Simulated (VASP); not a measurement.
# NaCl (Fm-3m) in VASP: notebook

The runs below take NaCl through relaxation of cell and atoms, electrostatic potential, with LDA.

Everything below comes from runs of VASP 6.6.1. Logs are shortened: lines on timing, memory, paths and dates and some standing lists are left out, and cuts for length are marked.

### Step 1. The structure

The structure is cubic, space group Fm-3m (No. 225). Conventional cell: a = 5.600 Å, b = 5.600 Å, c = 5.600 Å, α = 90.00°, β = 90.00°, γ = 90.00°. Na (site symmetry m-3m) has 6 Cl at 2.80 Å as nearest neighbours. Around Cl (site symmetry m-3m) lie 6 Na at 2.80 Å.

The cell was built by a generator and needn't be a form met in nature.

### Step 2. Relaxation of cell and atoms, LDA

INCAR reads:

```
  PREC = Accurate
  ENCUT = 600
  EDIFF = 1E-7
  ISMEAR = 0
  SIGMA = 0.02
  LREAL = False
  LASPH = True
  NELM = 120
  ALGO = Fast
  ISIF = 3
  LWAVE = False
  LCHARG = False
  IBRION = 2
  NSW = 40
  EDIFFG = -0.005
```

KPOINTS reads:

```
regular mesh
0
Gamma
  8 8 8
```

POSCAR reads:

```
NaCl
1.0
    0.0000000000      2.8000000000      2.8000000000
    2.8000000000      0.0000000000      2.8000000000
    2.8000000000      2.8000000000      0.0000000000
Na Cl
1 1
Direct
    0.0000000000      0.0000000000      0.0000000000
    0.5000000000      0.5000000000      0.5000000000
```

Potentials or basis: VASP PAW LDA potentials, release 64 (Na_pv, Cl).

The run is started by

```sh
cat potpaw_LDA.64/Na_pv/POTCAR potpaw_LDA.64/Cl/POTCAR > POTCAR
mpirun -np 1 vasp_std > vasp.out
```

OUTCAR:

```text
PREC = Accurate
   ENCUT = 600
   EDIFF = 1E-7
   ISMEAR = 0
   LREAL = False
   LASPH = True
   NELM = 120
   ISIF = 3
   IBRION = 2
   NSW = 40
   EDIFFG = -0.005

 ion  position               nearest neighbor table
   1  0.000  0.000  0.000-
   2  0.500  0.500  0.500-

  LATTYP: Found a face centered cubic cell.
 ALAT       =     5.6000000000

  Lattice vectors:

 A1 = (   0.0000000000,   2.8000000000,   2.8000000000)
 A2 = (   2.8000000000,   0.0000000000,   2.8000000000)
 A3 = (   2.8000000000,   2.8000000000,   0.0000000000)

Analysis of symmetry for initial positions (statically):
=====================================================================
 Subroutine PRICEL returns:
 Original cell was already a primitive cell.

 Routine SETGRP: Setting up the symmetry group for a
 face centered cubic supercell.

 Subroutine GETGRP returns: Found 48 space group operations
 (whereof 48 operations were pure point group operations)
 out of a pool of 48 trial point group operations.

The static configuration has the point symmetry O_h .

Analysis of symmetry for dynamics (positions and initial velocities):
=====================================================================
 Subroutine PRICEL returns:
 Original cell was already a primitive cell.

 Routine SETGRP: Setting up the symmetry group for a
 face centered cubic supercell.

 Subroutine GETGRP returns: Found 48 space group operations
 (whereof 48 operations were pure point group operations)
 out of a pool of 48 trial point group operations.

The dynamic configuration has the point symmetry O_h .

 Subroutine INISYM returns: Found 48 space group operations
 (whereof 48 operations are pure point group operations),
 and found     1 'primitive' translations

----------------------------------------------------------------------------------------

                                     Primitive cell

  volume of cell :      43.9040

  direct lattice vectors                    reciprocal lattice vectors
     0.000000000  2.800000000  2.800000000    -0.178571429  0.178571429  0.178571429
     2.800000000  0.000000000  2.800000000     0.178571429 -0.178571429  0.178571429
     2.800000000  2.800000000  0.000000000     0.178571429  0.178571429 -0.178571429

  length of vectors
     3.959797975  3.959797975  3.959797975     0.309294787  0.309294787  0.309294787

  position of ions in fractional coordinates (direct lattice)
     0.000000000  0.000000000  0.000000000
     0.500000000  0.500000000  0.500000000

  ion indices of the primitive-cell ions
   primitive index   ion index
                 1           1
                 2           2

----------------------------------------------------------------------------------------

 KPOINTS: regular mesh

Automatic generation of k-mesh.
 Grid dimensions read from file:
 generate k-points for:    8    8    8

 Generating k-lattice:

  Cartesian coordinates                     Fractional coordinates (reciprocal lattice)
    -0.022321429  0.022321429  0.022321429     0.125000000  0.000000000  0.000000000
     0.022321429 -0.022321429  0.022321429     0.000000000  0.125000000  0.000000000
     0.022321429  0.022321429 -0.022321429     0.000000000  0.000000000  0.125000000

  Length of vectors
     0.038661848  0.038661848  0.038661848

  Shift w.r.t. Gamma in fractional coordinates (k-lattice)
     0.000000000  0.000000000  0.000000000

 Subroutine IBZKPT returns following result:
 ===========================================

 Found     29 irreducible k-points:

 Following reciprocal coordinates:
            Coordinates               Weight
  0.000000  0.000000  0.000000      1.000000
  0.125000  0.000000  0.000000      8.000000
  0.250000  0.000000  0.000000      8.000000
  0.375000  0.000000  0.000000      8.000000
  0.500000  0.000000  0.000000      4.000000
  0.125000  0.125000  0.000000      6.000000
[... 16 lines left out ...]
  0.500000  0.250000  0.125000     48.000000
 -0.375000  0.250000  0.125000     24.000000
 [... further k-points ...]
   k-points           NKPTS =     29   k-points in BZ     NKDIM =     29   number of bands    NBANDS=     11
   number of dos      NEDOS =    301   number of ions     NIONS =      2
   total plane-waves  NPLWV =  32768
   dimension x,y,z NGX =    32 NGY =   32 NGZ =   32
   dimension x,y,z NGXF=    64 NGYF=   64 NGZF=   64
   ions per type =               1   1
   NGX,Y,Z   is equivalent  to a cutoff of  13.43, 13.43, 13.43 a.u.
   NGXF,Y,Z  is equivalent  to a cutoff of  26.87, 26.87, 26.87 a.u.
 SYSTEM =  unknown system
   PREC   = accura    normal or accurate (medium, high low for compatibility)
   ISTART =      0    job   : 0-new  1-cont  2-samecut
   ICHARG =      2    charge: 1-file 2-atom 10-const
   ISPIN  =      1    spin polarized calculation?
   LNONCOLLINEAR =      F non collinear calculations
   LSORBIT =      F    spin-orbit coupling
   LASPH  =      T    aspherical Exc in radial PAW
   ENCUT  =  600.0 eV  44.10 Ry    6.64 a.u.   7.91  7.91  7.91*2*pi/ulx,y,z
   NELM   =    120;   NELMIN=  2; NELMDL= -5     # of ELM steps
   EDIFF  = 0.1E-06   stopping-criterion for ELM
   LREAL  =      F    real-space projection
   EDIFFG = -.5E-02   stopping-criterion for IOM
   NSW    =     40    number of steps for IOM
   IBRION =      2    ionic relax: 0-MD 1-quasi-New 2-CG
   NFREE  =      1    steps in history (QN), initial steepest desc. (CG)
   ISIF   =      3    stress and relaxation
   ISYM   =      2    0-nonsym 1-usesym 2-fastsym
   POTIM  = 0.5000    time-step for ionic-motion
   TEBEG  =    0.0;   TEEND  =   0.0 temperature during run
   PSTRESS=    0.0 pullay stress
   NELECT =      14.0000    total number of electrons
   NUPDOWN=      -1.0000    fix difference up-down
   EMIN   =  10.00;   EMAX   =-10.00  energy-range for DOS
   EFERMI =   0.00;   METHOD = LEGACY
   ISMEAR =     0;   SIGMA  =   0.02  broadening in eV -4-tet -1-fermi 0-gaus
   EFERMI_NEDOS =   21; number of points for ismear=-14 and -15
   IALGO  =     68    algorithm
   IMIX   =      4    mixing-type and parameters
     AMIX     =   0.40;   BMIX     =  1.00
     AMIX_MAG =   1.60;   BMIX_MAG =  1.00
  volume/ion in A,a.u.               =      21.95       148.14
  Fermi-wavevector in a.u.,A,eV,Ry     =   1.118449  2.113562 17.019908  1.250928
  Thomas-Fermi vector in A             =   2.255080
   LORBIT       =      0    0 simple, 1 ext, 2 COOP (PROOUT), +10 PAW based schemes
   GGA     = CA    functional components
   LHFCALC =     F    Hartree Fock is set to
   AEXX    =    0.0000 exact exchange contribution
   IVDW    =     0    specifies the selected vdW correction
   LEPSILON=     F    determine dielectric tensor
   LRPA    =     F    only Hartree local field effects (RPA)
 conjugate gradient relaxation of ions
 non-spin polarized calculation
 RMM-DIIS sequential band-by-band and
 Gauss-broadening in eV      SIGMA  =   0.02
  energy-cutoff  :      600.00
  volume of cell :       43.90
 maximum number of plane-waves:      1477
   NGX = 15   NGY = 15   NGZ = 15

--------------------------------------- Ionic step        1  -------------------------------------------

 number of electron      13.9999998 magnetization

 Free energy of the ion-electron system (eV)
  ---------------------------------------------------
  ext. energy  EPLUGINS =         0.00000000
  ---------------------------------------------------
  free energy    TOTEN  =        -7.36937605 eV

  energy without entropy =       -7.36937605  energy(sigma->0) =       -7.36937605

------------------------ aborting loop because EDIFF is reached ----------------------------------------

  FORCE on cell =-STRESS in cart. coord.  units (eV):
  Direction    XX          YY          ZZ          XY          YZ          ZX
  --------------------------------------------------------------------------------------
  -------------------------------------------------------------------------------------
  Total       -0.5359267     -0.5359267     -0.5359267     -0.0000000     -0.0000000      0.0000000
  in kB      -19.5574328    -19.5574328    -19.5574328     -0.0000000     -0.0000000      0.0000000
  external PRESSURE =     -19.5574328 kB  Pullay stress =       0.0000000 kB

 VOLUME and BASIS-vectors are now :
 -----------------------------------------------------------------------------
  energy-cutoff  :      600.00
  volume of cell :       43.90
      direct lattice vectors                 reciprocal lattice vectors
     0.000000000  2.800000000  2.800000000    -0.178571429  0.178571429  0.178571429
     2.800000000  0.000000000  2.800000000     0.178571429 -0.178571429  0.178571429
     2.800000000  2.800000000  0.000000000     0.178571429  0.178571429 -0.178571429
[... 109 lines left out ...]
 POSITION                                       TOTAL-FORCE (eV/Angst)
 -----------------------------------------------------------------------------------
      5.46232      5.46232      5.46232        -0.000000      0.000000      0.000000
      2.73116      2.73116      2.73116         0.000000     -0.000000     -0.000000
 -----------------------------------------------------------------------------------
    total drift:                                0.000000     -0.000000      0.000000

  FREE ENERGIE OF THE ION-ELECTRON SYSTEM (eV)
  ---------------------------------------------------
  free  energy   TOTEN  =        -7.3896611577 eV

  energy  without entropy=       -7.3896611577  energy(sigma->0) =       -7.38966116

--------------------------------------- Ionic step        5  -------------------------------------------

 number of electron      14.0000003 magnetization

 Free energy of the ion-electron system (eV)
  ---------------------------------------------------
  ext. energy  EPLUGINS =         0.00000000
  ---------------------------------------------------
  free energy    TOTEN  =        -7.38967541 eV

  energy without entropy =       -7.38967541  energy(sigma->0) =       -7.38967541

 E-fermi :  -0.1977     XC(G=0):  -9.1360

 val. band max:       -0.3603482767   @ k =   0.0000   0.0000   0.0000
 cond. band min:       4.7188350081   @ k =   0.0000   0.0000   0.0000
 fundamental gap:      5.0791832848
 Fermi energy:        -0.1977267547

 k-point     1 :       0.0000    0.0000    0.0000
  band No.  band energies     occupation
      1     -20.9886      2.00000
      2     -20.9886      2.00000
      3     -20.9886      2.00000
      4     -13.1827      2.00000
      5      -0.3603      2.00000
      6      -0.3603      2.00000
      7      -0.3603      2.00000
      8       4.7188      0.00000
      9      10.5686      0.00000
     10      10.5686      0.00000
     11      10.5686      0.00000

 k-point     2 :       0.1250    0.0000    0.0000
  band No.  band energies     occupation
      1     -20.9958      2.00000
      2     -20.9891      2.00000
      3     -20.9891      2.00000
      4     -13.1181      2.00000
      5      -0.8160      2.00000
      6      -0.4125      2.00000
      7      -0.4125      2.00000
      8       5.2721      0.00000
      9      10.0116      0.00000
     10      10.7881      0.00000
     11      10.7881      0.00000
[... 295 lines left out ...]
 k-point    24 :      -0.3750    0.2500    0.1250
  band No.  band energies     occupation
      1     -21.0273      2.00000
      2     -21.0016      2.00000
      3     -20.9954      2.00000
      4     -12.6724      2.00000
      5      -2.3691      2.00000
      6      -1.3046      2.00000
      7      -0.8730      2.00000
      8       7.8503      0.00000
      9       9.2128      0.00000
     10       9.9925      0.00000
     11      11.4109      0.00000

 [... further k-points ...]

------------------------ aborting loop because EDIFF is reached ----------------------------------------

  FORCE on cell =-STRESS in cart. coord.  units (eV):
  Direction    XX          YY          ZZ          XY          YZ          ZX
  --------------------------------------------------------------------------------------
  -------------------------------------------------------------------------------------
  Total       -0.0028789     -0.0028789     -0.0028789      0.0000000      0.0000000      0.0000000
  in kB       -0.1130334     -0.1130334     -0.1130334      0.0000000      0.0000000      0.0000000
  external PRESSURE =      -0.1130334 kB  Pullay stress =       0.0000000 kB

 VOLUME and BASIS-vectors are now :
 -----------------------------------------------------------------------------
  energy-cutoff  :      600.00
  volume of cell :       40.81
      direct lattice vectors                 reciprocal lattice vectors
    -0.000000000  2.732536491  2.732536491    -0.182980173  0.182980173  0.182980173
     2.732536491 -0.000000000  2.732536491     0.182980173 -0.182980173  0.182980173
     2.732536491  2.732536491 -0.000000000     0.182980173  0.182980173 -0.182980173

 POSITION                                       TOTAL-FORCE (eV/Angst)
 -----------------------------------------------------------------------------------
      0.00000      0.00000      0.00000         0.000000     -0.000000     -0.000000
      2.73254      2.73254      2.73254        -0.000000      0.000000      0.000000
 -----------------------------------------------------------------------------------
    total drift:                                0.000000     -0.000000     -0.000000

  FREE ENERGIE OF THE ION-ELECTRON SYSTEM (eV)
  ---------------------------------------------------
  free  energy   TOTEN  =        -7.3896754127 eV

  energy  without entropy=       -7.3896754127  energy(sigma->0) =       -7.38967541

 reached required accuracy - stopping structural energy minimisation
```

Wall time 42 s (1 thread of Intel Xeon Platinum 8259CL at 2.50GHz (Skylake/Cascade Lake), shared host); peak memory 0.16 GiB.

What came out:

```yaml
Free_energy: -7.3897 eV
Relaxed_volume: 20.40 Å³/atom
Relaxed_cell: a = 3.864 Å, b = 3.864 Å, c = 3.864 Å, α = 60.00°, β = 60.00°, γ = 60.00°
Space_group_after_relaxing_to_0.05_Å: Fm-3m (No. 225)
Energy_gained_by_relaxing: 10.1 meV/atom
Ionic_steps: 5
Pressure_after_relaxing: 0.0 GPa
Band_gap_on_the_k_mesh: 5.08 eV, direct
```

Step by step:
```csv
step,energy change (eV),largest force (eV/Å),pressure (GPa),volume (Å³)
1,0.0000,0.0000,-1.96,43.90
2,-0.0158,0.0000,-1.00,42.22
3,-0.0202,0.0000,-0.18,41.01
4,-0.0203,0.0000,0.05,40.74
5,-0.0203,0.0000,-0.01,40.81
```

Final structure:
```
CELL_PARAMETERS angstrom
0.00000 2.73254 2.73254
2.73254 0.00000 2.73254
2.73254 2.73254 0.00000
ATOMIC_POSITIONS crystal
Na 0.00000 0.00000 0.00000
Cl 0.50000 0.50000 0.50000
```

### Step 3. Electrostatic potential, LDA

This run uses another cell than the first one, of 20.40 Å³/atom, 0.929 times its volume.

INCAR reads:

```
  PREC = Accurate
  ENCUT = 520
  EDIFF = 1E-7
  ISMEAR = 0
  SIGMA = 0.02
  LREAL = False
  LASPH = True
  NELM = 60
  ALGO = Fast
  ISIF = 2
  LWAVE = False
  LCHARG = True
  LVHAR = True
```

KPOINTS is that of step 2.

POSCAR reads:

```
NaCl                                    
1.0
   -0.0000000000      2.7325364907      2.7325364907
    2.7325364907     -0.0000000000      2.7325364907
    2.7325364907      2.7325364907     -0.0000000000
  Na              Cl            
     1     1
Direct
     0.0000000000000000    0.0000000000000000    0.0000000000000000
     0.5000000000000000    0.5000000000000000    0.5000000000000000
```

Potentials or basis: VASP PAW LDA potentials, release 64 (Na_pv, Cl).

The run is started by

```sh
cat potpaw_LDA.64/Na_pv/POTCAR potpaw_LDA.64/Cl/POTCAR > POTCAR
mpirun -np 1 vasp_std > vasp.out
```

Wall time 20 s (1 thread of Intel Xeon Platinum 8259CL at 2.50GHz (Skylake/Cascade Lake), shared host); peak memory 0.14 GiB.

Results (log left out):

* Free energy: -7.3892 eV
* Pressure: 0.0 GPa
* Band gap on the k mesh: 5.08 eV, direct

Levels at points of the mesh, in eV from the valence-band top:
```csv
k point,band 5,band 6,band 7,band 8,band 9,band 10
"(0.00, 0.00, 0.00)",0.00,0.00,0.00,5.08,10.93,10.93
"(0.50, 0.00, 0.00)",-2.33,-0.33,-0.33,7.05,10.90,10.90
"(0.50, 0.50, 0.00)",-2.01,-0.72,-0.72,7.44,7.64,11.62
```

A hybrid or GW would open this gap; LDA tends to underestimate it.
